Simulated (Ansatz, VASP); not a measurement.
## HfC in VASP and in Ansatz

File INCAR:

```
PREC     = Accurate       # precision mode
ENCUT    = 520            # plane-wave cutoff, eV
EDIFF    = 1E-7           # SCF threshold, eV
ISMEAR   = 0              # smearing method
SIGMA    = 0.1            # smearing width, eV
LREAL    = F              # projectors in reciprocal space
LASPH    = T              # aspherical terms in the spheres
NELM     = 100            # most SCF steps
ALGO     = Normal         # electronic algorithm
ISIF     = 2              # what is computed and relaxed
LWAVE    = F              # write WAVECAR
LCHARG   = F              # write CHGCAR
GGA      = PE             # functional
NBANDS   = 14             # bands
```

File KPOINTS:

```
Automatic mesh
0
Gamma
  16 16 16
```

The input POSCAR:

```
HfC
1.0
    0.0000000000      2.2738267500      2.2738267500
    2.2738267500      0.0000000000      2.2738267500
    2.2738267500      2.2738267500      0.0000000000
Hf C
1 1
Direct
    0.5000000000      0.5000000000      0.5000000000
    0.0000000000      0.0000000000      0.0000000000
```

Input for Ansatz:

```yaml
crystal:
  lattice:
    - [0.0, 2.27382675, 2.27382675]
    - [2.27382675, 0.0, 2.27382675]
    - [2.27382675, 2.27382675, 0.0]
  atoms:
    - { symbol: Hf, position: [0.5, 0.5, 0.5] }
    - { symbol: C, position: [0.0, 0.0, 0.0] }
basis:
  ecutwfc: 420
kpoints:
  mp_grid: { grid: [16, 16, 16] }
hamiltonian:
  xc: pbe
scf:
  occupations: { method: gaussian, width: 0.1 }
output:
  forces: true
  stress: true
  eigenvalues: true
  populations: true
```

Alike in both runs: task single point; functional PBE; k mesh 16 × 16 × 16; occupations gaussian, width 0.1 eV; no spin polarisation.

|  | VASP | Ansatz |
| --- | --- | --- |
| version | VASP 6.6.1 | Ansatz 0.2.0 |
| potentials or method | VASP PAW PBE potentials, release 64 (Hf_pv, C) | scalar-relativistic, plane waves, PAW |
| plane-wave cutoff (eV) | 520 | 420 |
| valence electrons in the cell | 14 | 30 |

```csv
,VASP,Ansatz,Ansatz less VASP
gap on the k mesh at the Fermi level (eV),none,none,-
pressure (GPa),17.7,18.1,+0.35
```

A gap of «none» marks a metal or a gap that the smearing closes. The two sets of potentials don't hold the same shells in valence.

Caveats: so large a pressure means that the cell lies far from this level's equilibrium, or that cutoff or potentials fall short (VASP). The runs have no spin-orbit coupling, so splittings on Hf are missing.
